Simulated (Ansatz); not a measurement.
## BN: distorted cells

These are results of DFT PBE, scalar-relativistic, plane waves, PAW in Ansatz 0.2.0, not measurements.

Cutoff 420 eV; k points 12×12×6 on the computed 4-atom cell (Γ-centred); Gaussian smearing, width 0.02 eV; no spin polarisation.

Reference cell:

```
B N
1.0
     2.55394    0.00000    0.00000
    -1.27697    2.21178    0.00000
     0.00000    0.00000    4.22686
B N
2 2
Direct
  0.66667 0.33333 0.99972
  0.33333 0.66667 0.49972
  0.66667 0.33333 0.62528
  0.33333 0.66667 0.12528
```

Each variant moves atoms of this cell by the vectors given, if any (Å), and then applies a symmetric strain (tensor components, Cartesian axes). The reference cell isn't relaxed at this level. Energies are per atom at zero smearing, counted from the lowest variant. Pressure is positive in compression.

1. strain (xx yy zz yz xz xy, %) 4.43 4.82 4.49 1.09 -0.97 3.00; moves: B1 (0.062, -0.066, 0.041); B2 (-0.094, 0.100, 0.048); N3 (-0.019, 0.011, -0.037); N4 (0.051, -0.045, -0.051)
2. strain (xx yy zz yz xz xy, %) 6.02 4.73 0.87 -0.54 -0.79 1.05; moves: B1 (0.022, -0.020, 0.002); B2 (-0.087, -0.051, 0.000); N3 (0.040, 0.121, -0.070); N4 (0.026, -0.050, 0.068)
3. strain (xx yy zz yz xz xy, %) 4.05 4.47 5.00 -0.30 0.50 -0.28; moves: B1 (0.034, 0.127, -0.012); B2 (0.040, -0.023, 0.006); N3 (-0.105, -0.001, 0.158); N4 (0.031, -0.104, -0.151)
4. strain (xx yy zz yz xz xy, %) 1.35 1.35 -4.64 0.00 0.00 0.00; moves: B1 (0.000, 0.000, 0.030); B2 (0.000, 0.000, 0.030); N3 (0.000, 0.000, -0.030); N4 (0.000, 0.000, -0.030)
5. strain (xx yy zz yz xz xy, %) 2.80 4.97 2.14 2.70 -3.10 4.00; moves: B1 (-0.004, -0.006, -0.005); B2 (-0.033, 0.005, -0.007); N3 (0.015, 0.006, -0.020); N4 (0.022, -0.006, 0.033)
6. strain (xx yy zz yz xz xy, %) 1.34 0.92 -0.37 0.01 0.02 0.36; moves: B1 (-0.012, -0.007, 0.041); B2 (-0.102, -0.059, 0.280); N3 (0.034, 0.020, -0.378); N4 (0.079, 0.046, 0.057)
7. no strain; moves: N3 (0.000, 0.000, 0.045)
8. strain (xx yy zz yz xz xy, %) -4.95 0.01 2.08 0.00 0.00 -3.74; moves: B1 (0.008, -0.026, -0.015); B2 (-0.008, 0.026, -0.015); N3 (-0.014, -0.019, 0.015); N4 (0.014, 0.019, 0.015)
9. no strain; moves: B2 (0.036, -0.024, 0.011)

```tsv
result	ΔE (meV/atom)	P (GPa)	largest force (eV/Å)	gap on mesh (eV)
A	55.8	9.03	1.21	5.59
B	152.2	-27.82	1.72	4.34
C	3.2	0.12	1.76	4.84
D	498.4	-22.22	6.99	3.93
E	273.6	-26.56	5.62	4.24
F	222.8	-35.60	2.98	4.31
G	103.0	13.54	0.98	3.99
H	1045.2	22.08	11.40	1.50
I	0.0	0.34	1.22	5.13
```

**Question.** Which variant gave which result?

**Answer.** A is 4, B is 5, C is 7, D is 3, E is 2, F is 1, G is 8, H is 6, I is 9.

This wurtzite form isn't the usual stable structure of the compound.